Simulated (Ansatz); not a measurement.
BaTiO3:

```
CELL_PARAMETERS angstrom
2.82737 1.63238 2.31839
-2.82737 1.63238 2.31839
0.00000 -3.26476 2.31839
ATOMIC_POSITIONS crystal
Ba 0.00000 0.00000 0.00000
Ti 0.48450 0.48450 0.48450
O 0.50860 0.01750 0.50860
O 0.01750 0.50860 0.50860
O 0.50860 0.50860 0.01750
```

- Program: Ansatz 0.2.0
- Task: relaxation of cell and atoms
- Functional: PBE
- Potentials or basis: Ansatz PAW
- Cutoff: 420 eV (not typed: the program's choice for these potentials)
- k mesh: 7 × 7 × 7
- Occupations: fermi-dirac, width 0.05 eV
- Spin: no spin polarisation
- Hubbard terms: Ti d U = 1 eV

At the start: volume 12.84 Å³/atom.

How do energy, volume and symmetry change on relaxing?

It ends after 11 steps and the volume is 13.37 Å³/atom (+4.1 %); space group R3m (No. 160, to 0.05 Å).

Step by step:
| step | energy change (eV) | largest force (eV/Å) | volume (Å³) |
| --- | --- | --- | --- |
| 1 | 0.0000 | 0.2401 | 64.20 |
| 2 | -0.0133 | 0.4491 | 66.60 |
| 3 | -0.0288 | 0.1323 | 66.36 |
| 4 | -0.0292 | 0.1108 | 66.35 |
| 5 | -0.0296 | 0.0625 | 66.42 |
| 6 | -0.0293 | 0.0411 | 66.72 |
| 7 | -0.0296 | 0.0005 | 66.66 |
| 8 | -0.0398 | 0.0006 | 66.66 |
| 9 | -0.0392 | 0.0057 | 66.88 |
| 10 | -0.0393 | 0.0010 | 66.83 |
| 11 | -0.0400 | 0.0010 | 66.83 |

Final structure:
```
Ba Ti O
1.0
     2.86266    1.65276    2.35430
    -2.86266    1.65276    2.35430
     0.00000   -3.30551    2.35430
Ba Ti O
1 1 3
Direct
  0.99500 0.99500 0.99500
  0.48163 0.48163 0.48163
  0.51083 0.02090 0.51083
  0.02090 0.51083 0.51083
  0.51083 0.51083 0.02090
```

Caveat: the plane-wave basis is chosen anew once the cell has moved, so the energies of steps on either side of that aren't comparable; the pressure holds a Pulay correction of +0.5 GPa for the finite cutoff.
